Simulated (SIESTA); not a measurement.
BaTiO3, 10 atoms in the cell. The typed cell holds 10 atoms: a = 5.594 Å, b = 5.594 Å, c = 5.594 Å, α = 60.72°, β = 60.72°, γ = 60.72°.  The cell isn't the ideal one: cell strained along z.

```yaml
Program: SIESTA 5.4.2
Task: band structure
Functional: PBE
Potentials_or_basis: PseudoDojo 0.4 standard (PBE files)
Basis: DZP (energy shift 0.003 Ry; two zetas on semicore shells; d shell added on Ba)
Grid_cutoff: 800 Ry
Energy_shift: 0.003 Ry
k_mesh: 4 × 4 × 4
Occupations: fermi-dirac, width 0.05 eV
Spin: no spin polarisation
```

Potentials or basis: PseudoDojo 0.4 standard (PBE files), DZP (energy shift 0.003 Ry; two zetas on semicore shells; d shell added on Ba).

Command:

```sh
$ python run.py
```

Hardware: 1 thread of Arm Neoverse V2, on a shared host.

Problem. Estimate the wall time of this run.

Solution. It took 3.3 min on 1 thread of Arm Neoverse V2, with other jobs on the host, peak memory 0.62 GiB. Counts: scf iterations 16, k points 44, bands 160.
